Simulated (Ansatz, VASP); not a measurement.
## Cross-check of Sb between VASP and Ansatz

Aim: how closely do two programs agree when they are given the same cell, functional and k mesh? The cell is taken from a series of runs on this material, whose earlier steps may have relaxed, scaled, displaced or heated it; both programs get it as it stands.

Program: Ansatz 0.2.0. Level of theory: plane waves, with VASP 6.6.1 beside it; single point at HSE06. Results are calculated unless marked as measured.

**1. The starting structure**

The cell holds 2 atoms: 2 Sb. Cell: a = 4.087 Å, b = 4.087 Å, c = 26.500 Å, α = 90.0°, β = 90.0°, γ = 120.0°. Vacuum lies along c.

Structure file:

```cif
data_structure
_symmetry_space_group_name_H-M 'P 1'
_symmetry_Int_Tables_number 1
_cell_length_a 4.0871
_cell_length_b 4.0871
_cell_length_c 26.5000
_cell_angle_alpha 90.000
_cell_angle_beta 90.000
_cell_angle_gamma 120.000
_cell_volume 383.36
loop_
_atom_site_label
_atom_site_type_symbol
_atom_site_fract_x
_atom_site_fract_y
_atom_site_fract_z
_atom_site_occupancy
Sb1 Sb 0.33333 0.66667 0.46896 1
Sb2 Sb 0.66667 0.33333 0.53104 1
```

**2. Ansatz: single point, HSE06**

Ansatz runs on its PAW soft_1 files.

A single point gives forces, pressure and levels at one fixed geometry, so differences don't come from the geometry; what else differs is listed under the comparison.

The input, input.yaml:

```yaml
crystal:
  lattice:
    - [4.0871026385, 0.0, 0.0]
    - [-2.0435513193, 3.5395347128, 0.0]
    - [0.0, 0.0, 26.5]
  atoms:
    - { symbol: Sb, position: [0.3333333333, 0.6666666667, 0.4689640862] }
    - { symbol: Sb, position: [0.6666666667, 0.3333333333, 0.5310359138] }
  periodic: [true, true, false]
kpoints:
  mp_grid: { grid: [6, 6, 1] }
  band_path:
    path:
      - [0.0, 0.0, 0.0]
      - [0.5, 0.0, 0.0]
      - [0.3333333333, 0.3333333333, 0.0]
      - [0.3, 0.0, 0.0]
    npoints: 1
hamiltonian:
  xc: hse06
  pseudopotentials: { kind: paw, azcp: { folder: soft_1 } }
scf:
  occupations: { method: fixed }
  n_extra_bands: 4
output:
  eigenvalues: true
```

The run is started by

```
$ ansatz run input.yaml --threads 4 --pin off --max-ram 17510MiB --backend cpu --events-out ev --progress --plain --runs-dir out
```

Numbers of over 12 decimals in the logs are rounded to 6 here.

Output:

```text
scf.n_extra_bands = 4 over 15 filled bands (N_el = 30.0): the run solves 19 bands
Engine: ansatz 0.2.0, aarch64-unknown-linux-gnu
Pseudopotentials: kind: paw
Pseudopotential: Sb, paw, valence charge 15, recommended cutoff 420 eV (normal), soft_1/Sb.paw.azcp
Functional definition: HSE06
  parameter a = 0.25
  parameter omega = 0.11/bohr
  exchange = pbe_x - a*pbe_x_sr(omega) + a*exact_x_sr(omega)
  correlation = pbe_c
davidson cushion auto → on  (no smearing: the cushion is to keep the highest requested band from converging to the state above it; pin scf.eigensolver.cushion to override)
Crystal: 2 atoms, lattice volume = 383.361 Å³
Basis set: ecut = 420 eV, 7421 PW (Γ)
Bands: 19, of which v1, the nominal top of the filled ones, is band 15 counted from 1 (14 counted from 0)
Symmetry: 12 space group operations
Space group: P-3m1 (ITA 164), of the structure as read, at distance tolerance 7.3e-5 Å
k-points: 7 of 36
Non-local potential: Sb, projectors of the file, l = 0: 2, l = 1: 2, l = 2: 2, l = 3: 1
PAW form: soft (Blöchl's): semilocal exchange-correlation on the pseudo side does not see the compensation charge
PAW frozen core: Sb, regenerated for the run's functional, and the local potential with it (the file was generated under x = pbe(κ = 0.804, μ = 0.219515), c = pbe(β = 0.066725))
PAW one-centre angular grid: Sb, 590 points (default); XC on 64 Gauss nodes
Initial density: superposition of atomic densities (neutral atoms: chi_scale 0, normalization atom)
Initial wavefunctions: pseudopotential atomic-orbital guess
Functional: x = pbe(κ = 0.804, μ = 0.219515), c = pbe(β = 0.066725), warm-up for x = pbe(κ = 0.804, μ = 0.219515) + 0.25 (exact − pbe) at short range (hse, ω = 0.207870 Å⁻¹), c = pbe(β = 0.066725); HSE06 as pw.x's `hse` composes it (authors' and Libxc's form: `xc: wpbeh`)
iter 1 solved again at ethr=7.18e-4 eV; its pass at ethr=1.00e-1 eV (dr2=2.15e-1 eV) is discarded
SCF iter   1: F=—  HF=-12969.002060 eV  |F-HF|=—  |Δ(HF+E_count)|=         —  Δρ=7.83e-3  dr2=2.47e-1  ethr=7.18e-4  ⟨swp⟩=9.1  Hψ=863  notcnv=0
preconditioner: auto → none  [insulator: Δε(μ)=1.320 eV  Ē_g=8.019 eV  n_scr=20 (ndim 8)  ℏωp=6.0 eV  f_vac=0.763]
SCF iter   2: F=—  HF=-12968.971017 eV  |F-HF|=—  |Δ(HF+E_count)|=   3.10e-2  Δρ=3.84e-3  dr2=4.35e-2  ethr=7.18e-4  ⟨swp⟩=3.7  Hψ=330  notcnv=0  defer=1
iter 3 solved again at ethr=8.02e-6 eV; its pass at ethr=1.45e-4 eV (dr2=2.41e-3 eV) is discarded
SCF iter   3: F=—  HF=-12968.972358 eV  |F-HF|=—  |Δ(HF+E_count)|=   1.34e-3  Δρ=8.93e-4  dr2=2.97e-3  ethr=8.02e-6  ⟨swp⟩=4.6  Hψ=758  notcnv=0  defer=3
eigensolver tolerance schedule calibrated: the retry pair's looser diagonalisation under-reported the residual by θ = 0.19 (0.15/decade); ethr = c·dr2/N_el runs at the constant in force after the calibration composes with the one it found (an armed cap, an earlier calibration), c = 4.4e-2
SCF iter   4: F=—  HF=-12968.971735 eV  |F-HF|=—  |Δ(HF+E_count)|=   6.22e-4  Δρ=2.62e-4  dr2=1.78e-4  ethr=4.35e-6  ⟨swp⟩=4.4  Hψ=482  notcnv=0
SCF iter   5: F=-12968.971737 eV  HF=-12968.971736 eV  |F-HF|=5.02e-7  |Δ(HF+E_count)|=   1.05e-6  Δρ=5.25e-5  dr2=6.04e-6  ethr=2.61e-7  ⟨swp⟩=4.4  Hψ=414  notcnv=0
SCF 1 stopped early in 5 iterations: F = -12968.971737 eV  dr2 = 6.04e-6
  greatest PAW one-centre occupation: 0.995 electrons in one spin orbital (limit 2), on the Sb atom at site 1 (counted from 0), in its partial waves of l = 2
Initial density: handed on by an earlier stage of this run
Initial wavefunctions: those handed on with the density
Functional: x = pbe(κ = 0.804, μ = 0.219515) + 0.25 (exact − pbe) at short range (hse, ω = 0.207870 Å⁻¹), c = pbe(β = 0.066725); HSE06 as pw.x's `hse` composes it (authors' and Libxc's form: `xc: wpbeh`)
Exchange kernel: α = 0.2500, screened, ω = 0.2079 Å⁻¹, Wigner–Seitz truncation, v(0) = 1046.8113 eV·Å³, q-mesh 6×6×1, nearest image of the exchange supercell L = 24.52 Å, pair-density grid 18×18×108, without the augmentation charges, whose exchange is taken in its separable form by FFT convolution over the k-point mesh (sized by the pseudopotential files, 24×24×180 at the most), smooth part of the exact exchange by density-matrix convolution
Frozen-core exchange: fock
SCF iter   1: F=—  HF=-12977.475077 eV  |F-HF|=—  |Δ(HF+E_count)|=         —  Δρ=1.60e-3  dr2=5.46e-3  ethr=2.01e-7  ⟨swp⟩=14.0  Hψ=811  notcnv=0
preconditioner: auto → none  [insulator: Δε(μ)=1.668 eV  Ē_g=8.861 eV  n_scr=20 (ndim 8)  ℏωp=6.0 eV  f_vac=0.771]
SCF iter   2: F=—  HF=-12977.473746 eV  |F-HF|=—  |Δ(HF+E_count)|=   1.33e-3  Δρ=4.35e-4  dr2=9.65e-4  ethr=2.01e-7  ⟨swp⟩=5.9  Hψ=596  notcnv=0  defer=3
SCF iter   3: F=—  HF=-12977.479239 eV  |F-HF|=—  |Δ(HF+E_count)|=   5.49e-3  Δρ=2.59e-4  dr2=1.73e-4  ethr=2.01e-7  ⟨swp⟩=5.9  Hψ=605  notcnv=0  defer=3
SCF iter   4: F=—  HF=-12977.479200 eV  |F-HF|=—  |Δ(HF+E_count)|=   3.86e-5  Δρ=3.31e-5  dr2=1.44e-5  ethr=2.01e-7  ⟨swp⟩=3.7  Hψ=360  notcnv=0
SCF iter   5: F=-12977.479293 eV  HF=-12977.479294 eV  |F-HF|=1.18e-6  |Δ(HF+E_count)|=   9.39e-5  Δρ=3.09e-5  dr2=3.02e-6  ethr=2.94e-9  ⟨swp⟩=5.9  Hψ=612  notcnv=0  defer=9
SCF 2 stopped early in 5 iterations: F = -12977.479293 eV  dr2 = 3.02e-6
  greatest PAW one-centre occupation: 0.996 electrons in one spin orbital (limit 2), on the Sb atom at site 1 (counted from 0), in its partial waves of l = 2
hybrid outer 1: dexx = +6.215e-3 eV, tail = 3.67e-5 eV
Exchange kernel: α = 0.2500, screened, ω = 0.2079 Å⁻¹, Wigner–Seitz truncation, v(0) = 1046.8113 eV·Å³, q-mesh 6×6×1, nearest image of the exchange supercell L = 24.52 Å, pair-density grid 18×18×108, without the augmentation charges, whose exchange is taken in its separable form by FFT convolution over the k-point mesh (sized by the pseudopotential files, 24×24×180 at the most), smooth part of the exact exchange by density-matrix convolution
Frozen-core exchange: fock
SCF iter   1: F=—  HF=-12977.479215 eV  |F-HF|=—  |Δ(HF+E_count)|=         —  Δρ=1.06e-5  dr2=4.61e-7  ethr=6.11e-7  ⟨swp⟩=2.9  Hψ=301  notcnv=0
preconditioner: auto → none  [insulator: Δε(μ)=1.709 eV  Ē_g=8.882 eV  n_scr=20 (ndim 8)  ℏωp=6.0 eV  f_vac=0.772]
SCF iter   2: F=—  HF=-12977.479216 eV  |F-HF|=—  |Δ(HF+E_count)|=   6.98e-7  Δρ=6.76e-6  dr2=1.58e-7  ethr=1.40e-9  ⟨swp⟩=5.3  Hψ=517  notcnv=0
SCF iter   3: F=-12977.479216 eV  HF=-12977.479216 eV  |F-HF|=1.71e-8  |Δ(HF+E_count)|=   1.91e-9  Δρ=2.66e-6  dr2=8.33e-8  ethr=3.93e-10  ⟨swp⟩=4.1  Hψ=377  notcnv=0
SCF 3 converged in 3 iterations: F = -12977.479216 eV  dr2 = 8.33e-8
hybrid outer 2: dexx = +3.348e-7 eV, tail = 1.80e-7 eV, Δε = 1.49e-3 eV (about 1.88e-4 eV left of the loop's levels)
NSCF: frozen V_eff on 4 k-points
hybrid SCF converged: 2 outer / 8 inner (+5 warm-up), last move |dexx| = 3.35e-7 eV, tail = 1.80e-7 eV
Stability not checked: this state was not tested for a lower state beside it, because the functional holds exact exchange (a hybrid, or Hartree-Fock), whose exchange loop this test does not read (fock_operator; see scf.lower_state_search)
Free energy (F): -12977.479216 eV
Frozen-core exchange: fock
Harris-Foulkes:  -12977.479216 eV  (|F-HF|=1.71e-8)
Internal energy: -12977.479216 eV  (E = F + TS)
E sigma→0 (E₀):  -12977.479216 eV
Fermi energy:    -5.100602 eV
--- Per-component energies (eV) ---
  E_band       = -818.617943
  E_kinetic    = 322.770527
  E_local      = -34356.251972  (includes V_loc(G=0)·N_el)
  E_nonlocal   = 776.229920
  E_hartree    = 16696.814164
  E_xc         = -158.767830
  E_vxc        = -144.547595  (∫ρ·V_xc dr)
  E_exx        = -80.952576  (= α·E_x^exact, valence–valence)
  E_paw        = -9053.091350  (= ΣΔE_a)
  E_vpaw       = -648.558446  (= ΣTr[D̂ρ^β])
  E_aug_tail   = 0.000281  (compensation charges beyond the density's cutoff)
  E_ewald      = 12875.718984
  E_core_change = 0.050635  (= ΣΔE_core)
  E_smearing   = -0.000000  (= −TS)
  E_closure    = 0.000000  (closes the sum)
  Σ components = -12977.479216   (vs F -12977.479216, Δ=-1.82e-12)
--- Band table (eV; the first three rows and the last of 7) ---
  k-point 0: bands = [... 11 lower, -12.0908, -5.8841, -5.1006, -5.1006, -2.8315, -1.6930, -1.6930, -0.4314]
  k-point 1: bands = [... 11 lower, -12.0778, -7.0782, -5.7781, -5.7114, -2.7911, -1.1583, -1.1159, -0.0509]
  k-point 2: bands = [... 11 lower, -12.6530, -8.5308, -6.5365, -6.1004, -3.3920, -1.4548, -0.8536, 0.7034]
  k-point 6: bands = [... 11 lower, -14.4476, -9.0687, -7.1794, -7.1794, -3.2134, -0.8888, -0.8888, 2.0584]
  the weakly bound empty levels are not read free of the cell's end (exact_exchange)
```

**3. VASP: single point, HSE06**

The same cell, functional and mesh now go to VASP, with its own data sets.

Lines of VASP's logs that name or quote its potential files are left out, and so is its time.

The run reads the wave functions of an earlier VASP run, which isn't shown here.

The input, INCAR:

```
SYSTEM = Sb
PREC = Accurate
ENCUT = 400
EDIFF = 1E-06
NELM = 100
ISMEAR = 0
SIGMA = 0.01
LREAL = .FALSE.
ALGO = Normal
LHFCALC = .TRUE.
AEXX = 0.25
GGA = PE
HFSCREEN = 0.208
LASPH = .TRUE.
NBANDS = 11
PRECFOCK = Fast
LORBIT = 11
LWAVE = .FALSE.
LCHARG = .FALSE.
KPAR = 4
NCORE = 2
ISIF = 2
LDIPOL = .TRUE.
IDIPOL = 3
DIPOL = 0.5 0.5 0.5
LVHAR = .TRUE.
```

The input, POSCAR:

```
Sb
1.0
    4.0871026385      0.0000000000      0.0000000000
   -2.0435513193      3.5395347128      0.0000000000
    0.0000000000      0.0000000000     26.5000000000
Sb
2
Direct
    0.3333333333      0.6666666667      0.4689640862
    0.6666666667      0.3333333333      0.5310359138
```

The input, KPOINTS:

```
Automatic mesh
0
Gamma
6 6 1
0 0 0
```

PAW data sets: Sb (PBE family, release 64).

The run is started by

```
$ mpirun -np 8 vasp_std
```

Output:

```text
[banner, memory and clock lines left out]
running    8 mpi-ranks, on    1 nodes
 distrk:  each k-point on    2 cores,    4 groups
 distr:  one band on    2 cores,    1 groups

 POSCAR found type information on POSCAR Sb
 POSCAR found :  1 types and       2 ions
 LDA part: xc-table for (Slater+PW92), standard interpolation
 found WAVECAR, reading the header
 POSCAR, INCAR and KPOINTS ok, starting setup
 FFT: planning ... GRIDC
 FFT: planning ... GRID_SOFT
 FFT: planning ... GRID
 reading WAVECAR
 the WAVECAR file was read successfully
 initial charge from wavefunction
 entering main loop
       N       E                     dE             d eps       ncg     rms          rms(c)
DAV:   1    -0.999065123209E+01   -0.99907E+01   -0.32265E+00   175   0.110E+01    0.211E+01
DAV:   2    -0.100046484237E+02   -0.13997E-01   -0.54146E-02   199   0.206E+00    0.137E+01
DAV:   3    -0.100031922198E+02    0.14562E-02   -0.23423E-03   193   0.299E-01    0.838E+00
DAV:   4    -0.100026177164E+02    0.57450E-03   -0.56967E-04   189   0.125E-01    0.503E+00
DAV:   5    -0.100024541959E+02    0.16352E-03   -0.18321E-04   179   0.696E-02    0.299E+00
DAV:   6    -0.100024184239E+02    0.35772E-04   -0.53626E-05   169   0.377E-02    0.178E+00
DAV:   7    -0.100024160755E+02    0.23483E-05   -0.16448E-05   180   0.217E-02    0.106E+00
DAV:   8    -0.100024229115E+02   -0.68360E-05   -0.49487E-06   191   0.125E-02    0.626E-01
DAV:   9    -0.100024296285E+02   -0.67170E-05   -0.15466E-06   191   0.730E-03    0.372E-01
DAV:  10    -0.100024347117E+02   -0.50832E-05   -0.51826E-07   172   0.448E-03    0.221E-01
DAV:  11    -0.100024383508E+02   -0.36391E-05   -0.21818E-07   167   0.309E-03    0.131E-01
DAV:  12    -0.100024407728E+02   -0.24220E-05   -0.87192E-08   159   0.205E-03    0.780E-02
DAV:  13    -0.100024424987E+02   -0.17259E-05   -0.44630E-08   156   0.154E-03    0.463E-02
DAV:  14    -0.100024436587E+02   -0.11600E-05   -0.24049E-08   146   0.117E-03    0.275E-02
DAV:  15    -0.100024445029E+02   -0.84420E-06   -0.16387E-08   153   0.931E-04
   1 F= -.10002445E+02 E0= -.10002445E+02  d E =-.133210E-23
```

From OUTCAR (step 3):

```text
ion  position               nearest neighbor table
   1  0.333  0.667  0.469-   2 2.88   2 2.88   2 2.88
   2  0.667  0.333  0.531-   1 2.88   1 2.88   1 2.88

  LATTYP: Found a hexagonal cell.
 ALAT       =     4.0871026385
 C/A-ratio  =     6.4838107442

 Subroutine GETGRP returns: Found 12 space group operations
 (whereof 12 operations were pure point group operations)

The static configuration has the point symmetry D_3d.

 Found      7 irreducible k-points:

   k-points           NKPTS =      7   k-points in BZ     NKDIM =     36   number of bands    NBANDS=     11

   dimension x,y,z NGX =    28 NGY =   28 NGZ =  180
   dimension x,y,z NGXF=    56 NGYF=   56 NGZF=  360

   ENCUT  =  400.0 eV  29.40 Ry    5.42 a.u.   6.67  6.67 43.21*2*pi/ulx,y,z

   NELECT =      10.0000    total number of electrons

 k-points in reciprocal lattice and weights: Automatic mesh
   0.00000000  0.00000000  0.00000000       0.028
   0.16666667  0.00000000  0.00000000       0.167
   0.33333333 -0.00000000  0.00000000       0.167
   0.50000000  0.00000000  0.00000000       0.083
   0.16666667  0.16666667  0.00000000       0.167
   0.33333333  0.16666667  0.00000000       0.333
   0.33333333  0.33333333  0.00000000       0.056

  exchange ACFDT corr.  =         0.00000000  see jH, gK, PRB 81, 115126

 dipolmoment           0.000000      0.000000     -0.000000 electrons x Angstroem

 average (electrostatic) potential at core
       1 -91.5227       2 -91.5227

 E-fermi :  -3.3281

 k-point     1 :       0.0000    0.0000    0.0000
  band No.  band energies     occupation
      1     -15.9225      2.00000
      2     -10.3131      2.00000
      3      -4.1135      2.00000
      4      -3.3966      2.00000
      5      -3.3966      2.00000
      6      -1.1284      0.00000
      7       0.0497      0.00000
      8       0.0497      0.00000
      9       1.3877      0.00000
     10       1.6215      0.00000
    ...

 k-point     2 :       0.1667    0.0000    0.0000
  band No.  band energies     occupation
      1     -15.5909      2.00000
      2     -10.3073      2.00000
      3      -5.3668      2.00000
      4      -4.0105      2.00000
      5      -4.0048      2.00000
      6      -1.0454      0.00000
      7       0.5882      0.00000
      8       0.6250      0.00000
      9       1.7607      0.00000
     10       1.9796      0.00000
    ...

 k-point     3 :       0.3333   -0.0000    0.0000
  band No.  band energies     occupation
      1     -14.6525      2.00000
      2     -10.9094      2.00000
      3      -6.7907      2.00000
      4      -4.8289      2.00000
      5      -4.3407      2.00000
      6      -1.6354      0.00000
      7       0.3088      0.00000
      8       0.9045      0.00000
      9       2.5189      0.00000
     10       2.6620      0.00000
    ...

  Total       -0.5742976     -0.5742976     -0.8369838      0.0000000      0.0000000      0.0000000
  in kB       -2.4001587     -2.4001587     -3.4980020      0.0000000      0.0000000      0.0000000
  external PRESSURE =      -2.7661065 kB  Pullay stress =       0.0000000 kB

  energy-cutoff  :      400.00
  volume of cell :      383.36
      direct lattice vectors                 reciprocal lattice vectors
     4.087102639  0.000000000  0.000000000     0.244672104  0.141261505  0.000000000
    -2.043551319  3.539534713  0.000000000     0.000000000  0.282523010  0.000000000
     0.000000000  0.000000000 26.500000000     0.000000000  0.000000000  0.037735849

 POSITION                                       TOTAL-FORCE (eV/Angst)
 -----------------------------------------------------------------------------------
     -0.00000      2.35969     12.42755        -0.000000     -0.000000      0.507191
      2.04355      1.17984     14.07245         0.000000      0.000000     -0.507191
 -----------------------------------------------------------------------------------
    total drift:                               -0.000000      0.000000     -0.000000

  FREE ENERGIE OF THE ION-ELECTRON SYSTEM (eV)
  ---------------------------------------------------
  free  energy   TOTEN  =       -10.0024445029 eV

  energy  without entropy=      -10.0024445029  energy(sigma->0) =      -10.00244450

 vacuum level on the upper side and lower side of the slab         1.797         1.797

 total charge
# of ion       s       p       d       tot
------------------------------------------
    1        1.232   1.319   0.030   2.581
    2        1.232   1.319   0.030   2.581
--------------------------------------------------
tot          2.464   2.638   0.060   5.162

[... 3 further parts left out ...]
```

The k-mesh is coarse for exact exchange; levels may shift by about 0.1 eV on a finer one.

**4. Side by side**

Known differences besides the potentials themselves: exact exchange at q = 0 is treated differently, which shows on coarse meshes; VASP keeps PBE cores, Ansatz makes them for the functional; fixed occupations in Ansatz, narrow Gaussian smearing in VASP; Ansatz cuts the interaction across the vacuum, VASP repeats the sheet with a dipole correction; the data sets hold 30 valence electrons in Ansatz (on its PAW soft_1 files) and 10 in VASP; the cutoff is 420 eV in Ansatz and 400 eV in VASP; VASP takes a coarser grid for exact exchange (PRECFOCK = Fast). Total energies have different zeros and are not compared.

Compared:

```csv
quantity,Ansatz,VASP,difference
gap on the k mesh (eV),1.709,1.761,-0.053
```

A gap on the mesh is an upper bound, since the band edges may lie between its points. With vacuum in the cell, a pressure given here is an average over mostly empty space and none of the material.

**5. Summary of results**

```yaml
difference_in_gap_on_the_k_mesh_single_point_hse06: -0.053 eV
```

In words: The difference in gap on the k mesh is -0.053 eV (single point, HSE06), within the 0.08 eV picked in this series as the mark of a large difference. The data sets hold unlike numbers of valence electrons (30 in Ansatz and 10 in VASP), so part of the differences comes from the potentials. Such differences can come from data sets, numerical settings and the points named under the comparisons, not from the functional's error against experiment.

[Lines on the potential files, build, host, timing and source positions are cut from VASP's logs without a mark.]

[Logs are printed without paths, hosts, clocks, repeated set-up lines and the standing remarks that a program may print on its own settings, such as how far it seeks lower states.]

[Hosts, paths, dates, database ids (printed as entryN), source tags and the programs' standing remarks are cut or masked in the printed files.]
